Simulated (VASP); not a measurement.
Wanted: the native input for a VASP 6.6.1 run.

| Item | Value |
| --- | --- |
| Task | relaxation of cell and atoms |
| Functional | PBEsol |
| Potentials or basis | VASP PAW PBE potentials, release 64 (W_sv, C) |
| Cutoff | 600 eV |
| k mesh | 7 × 7 × 7 |
| Occupations | fermi-dirac, width 0.05 eV |
| Spin | spin-orbit coupling, no magnetisation |
| Further INCAR settings | ALGO = Normal; EDIFF = 1e-06; IBRION = 2; EDIFFG = -0.01; NSW = 60; ISIF = 3 |

The structure of WC lies in POSCAR:

```
WC
1.0
    0.0000000000      2.1926840000      2.1926840000
    2.1926840000      0.0000000000      2.1926840000
    2.1926840000      2.1926840000      0.0000000000
W C
1 1
Direct
    0.0000000000      0.0000000000      0.0000000000
    0.5000000000      0.5000000000      0.5000000000
```

Measurements of this composition are mostly on another form, of space group No. 187.

These files were run (other wordings do the same):

INCAR

```
SYSTEM = WC
PREC     = Accurate       ! precision mode
ENCUT    = 600            ! plane-wave cutoff, eV
EDIFF    = 1E-6           ! SCF threshold, eV
ISMEAR   = -1             ! smearing method
SIGMA    = 0.05           ! smearing width, eV
LREAL    = .FALSE.        ! projectors in reciprocal space
LASPH    = .TRUE.         ! aspherical terms in the spheres
NELM     = 100            ! most SCF steps
ALGO     = Normal         ! electronic algorithm
ISIF     = 3              ! what is computed and relaxed
LWAVE    = .FALSE.        ! write WAVECAR
LCHARG   = .FALSE.        ! write CHGCAR
MAGMOM   = 0 0 0 0 0 0    ! initial moments
LORBIT   = 11             ! projections on sites
LSORBIT  = .TRUE.         ! spin-orbit coupling
GGA_COMPAT= .FALSE.      
LMAXMIX  = 4              ! l up to which the mixer works
GGA      = PS             ! functional
IBRION   = 2              ! ionic algorithm
NSW      = 60             ! ionic steps
EDIFFG   = -0.01          ! ionic threshold
```

KPOINTS

```
regular mesh
0
G
  7 7 7
  0 0 0
```

Potentials or basis: VASP PAW PBE potentials, release 64 (W_sv, C).

Run with:

```console
$ cat potpaw_PBE.64/W_sv/POTCAR potpaw_PBE.64/C/POTCAR > POTCAR
$ mpirun -np 1 vasp_ncl > vasp.out
```

Results of the run:

```
Relaxed volume                                        : 10.31 Å³/atom
Relaxed cell                                          : a = 3.078 Å, b = 3.078 Å, c = 3.078 Å, α = 60.00°, β = 60.00°, γ = 60.00°
Space group after relaxing (to 0.05 Å)                : Fm-3m (No. 225)
Energy gained by relaxing                             : 6.6 meV/atom
Ionic steps                                           : 3
Pressure after relaxing                               : -0.1 GPa
Valence electrons inside the program's atomic spheres : W 12.13; C 2.44
```

Caveat: the PAW data sets were made with another functional, which shifts forces and pressure a little.

Run time: 53 s on 1 thread of Intel(R) Xeon(R) 6975P-C (Granite Rapids), on a shared host, peak memory 0.26 GiB.
